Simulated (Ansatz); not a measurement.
AlAs: surface energy from slabs of several thicknesses

AlAs, F-43m, a = 5.728 Å. Ansatz: PBE, PAW, 420 eV, Γ-centred 7×7×1 mesh on 8 atoms, Gaussian smearing 0.05 eV; no spin polarisation. Slabs of the (100) face as cut, not relaxed, Al on top and As below, area A = 16.403 Å², with a dipole correction (the mesh named is the slab's). y is the slab's energy less N times the energy per atom of a separate bulk run.

```tsv
atoms N	thickness (Å)	y (eV)
8	10.0	3.952
10	12.9	3.988
12	15.8	?
```

Question: Fit y = y0 + sN to the other rows, say what y0 and s mean, give the surface energy, and predict the missing y.

Answer: Two rows fix the line. y = 3.808 + 0.01800 N eV. The slope s = 18.0 meV per atom is what an added atom costs in the slab over the separate bulk run; it vanishes where both describe the same bulk and the faces no longer feel each other. The intercept gives γ = y0/(2A) = 3.808 × 16.02/(2 × 16.403) = 1.86 J/m², the mean of both faces, while y/(2A) row by row runs from 1.930 to 1.948 J/m². At N = 12 the line gives 4.024 eV. The run gave 4.010 eV, so the fit is 0.014 eV too high, small in itself but 24 % of the span of the series. The two faces differ and the crystal has a gap, so a field inside the slab can add to the slope.